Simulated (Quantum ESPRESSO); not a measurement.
Here is a Quantum ESPRESSO 7.5 calculation.

run.py

```python
import numpy as np
from ase.calculators.espresso import Espresso, EspressoProfile
from ase.io import read

atoms = read('In.cif')

input_data = {
    'control': {'calculation': 'scf', 'prefix': 'pwscf', 'outdir': './tmp', 'tprnfor': True, 'tstress': True, 'disk_io': 'nowf'},
    'system': {'ecutwfc': 55.0, 'ecutrho': 440.0, 'nbnd': 12, 'occupations': 'smearing', 'smearing': 'fd', 'degauss': 0.00367493},
    'electrons': {'conv_thr': 2e-10, 'electron_maxstep': 120, 'mixing_beta': 0.5},
}
pseudopotentials = {'In': 'In.pbe-dn-rrkjus_psl.0.2.2.UPF'}
profile = EspressoProfile(command='pw.x', pseudo_dir='pseudo')
atoms.calc = Espresso(profile=profile, input_data=input_data, pseudopotentials=pseudopotentials, kpts=(10, 10, 10), koffset=(0, 0, 0))

print(f'energy {atoms.get_potential_energy():.8f} eV')
print('forces (eV/A)')
print(np.round(atoms.get_forces(), 6))
print('stress (eV/A^3, Voigt)')
print(np.round(atoms.get_stress(), 8))
print(f'Fermi level {atoms.calc.get_fermi_level():.4f} eV')
```

In.cif

```cif
data_In
_cell_length_a 3.26062936
_cell_length_b 3.26062936
_cell_length_c 3.26062936
_cell_angle_alpha 109.47122063
_cell_angle_beta 109.47122063
_cell_angle_gamma 109.47122063
_space_group_name_H-M_alt 'P1'
_space_group_name_Hall 'P 1'
_space_group_IT_number 1
loop_
_space_group_symop_operation_xyz
'x,y,z'
loop_
_atom_site_label
_atom_site_type_symbol
_atom_site_symmetry_multiplicity
_atom_site_Wyckoff_symbol
_atom_site_fract_x
_atom_site_fract_y
_atom_site_fract_z
_atom_site_occupancy
In1 In 1 a 0.0000000000 0.0000000000 0.0000000000 1
```

Potentials or basis: SSSP 1.3 efficiency PBE.

Launch:

```bash
$ OMP_NUM_THREADS=1 python run.py
```

Question: Estimate the band gap on the k mesh.

Answer: None (metal or under the smearing width).

Question: What does it give for the pressure?

Answer: 1.5 GPa.
